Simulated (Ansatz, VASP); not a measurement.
## ZrB2 in VASP and in Ansatz

File INCAR:

```
  PREC = Accurate
  ENCUT = 520
  EDIFF = 1E-6
  ISMEAR = -1
  SIGMA = 0.05
  LREAL = F
  LASPH = T
  NELM = 100
  ALGO = Normal
  ISIF = 2
  LWAVE = F
  LCHARG = F
  GGA = CA
  NBANDS = 16
```

KPOINTS

```
Automatic mesh
0
Gamma
  12 12 9
```

File POSCAR:

```
ZrB2
1.0
    3.1437575759      0.0000000000      0.0000000000
   -1.5718787880      2.7225739241      0.0000000000
    0.0000000000      0.0000000000      3.4963751271
Zr B
1 2
Direct
    0.0000000000      0.0000000000      0.0000000000
    0.3333333333      0.6666666667      0.5000000000
    0.6666666667      0.3333333333      0.5000000000
```

Input for Ansatz:

```yaml
crystal:
  lattice:
    - [3.1437575759, 0.0, 0.0]
    - [-1.571878788, 2.7225739241, 0.0]
    - [0.0, 0.0, 3.4963751271]
  atoms:
    - { symbol: Zr, position: [0.0, 0.0, 0.0] }
    - { symbol: B, position: [0.3333333333, 0.6666666667, 0.5] }
    - { symbol: B, position: [0.6666666667, 0.3333333333, 0.5] }
kpoints:
  mp_grid: { grid: [12, 12, 9] }
  band_path:
    path:
      - [0.0, 0.0, 0.0]
      - [0.5, 0.0, 0.0]
      - [0.3333333333, 0.3333333333, 0.0]
      - [0.0, 0.0, 0.0]
      - [0.0, 0.0, 0.5]
      - [0.5, 0.0, 0.5]
      - [0.3333333333, 0.3333333333, 0.5]
      - [0.0, 0.0, 0.5]
      - [0.5, 0.0, 0.5]
    npoints: 5
scf:
  occupations: { method: fermi_dirac, width: 0.05 }
hamiltonian:
  xc: lda
  pseudopotentials: { kind: all_electron, lapw: { basis_error: 0.001 } }
output:
  forces: true
  stress: true
  eigenvalues: true
```

Change from the starting cell: volume scaled by 0.98.

Alike in both runs: task single point; functional LDA; k mesh 12 × 12 × 9; occupations fermi-dirac, width 0.05 eV; no spin polarisation.

|  | VASP | Ansatz |
| --- | --- | --- |
| version | VASP 6.6.1 | Ansatz 0.2.0 |
| potentials or method | VASP PAW LDA potentials, release 64 (Zr_sv, B) | all-electron LAPW, scalar-relativistic |
| plane-wave cutoff (eV) | 520 | see its input |

```tsv
	VASP	Ansatz	Ansatz less VASP
pressure (GPa)	-1.9	-2.4	-0.49
largest component of the traceless stress (GPa)	0.62	0.62	-0.001
```

Ansatz ran all-electron here, so the differences hold the error of VASP's frozen core and of both bases.
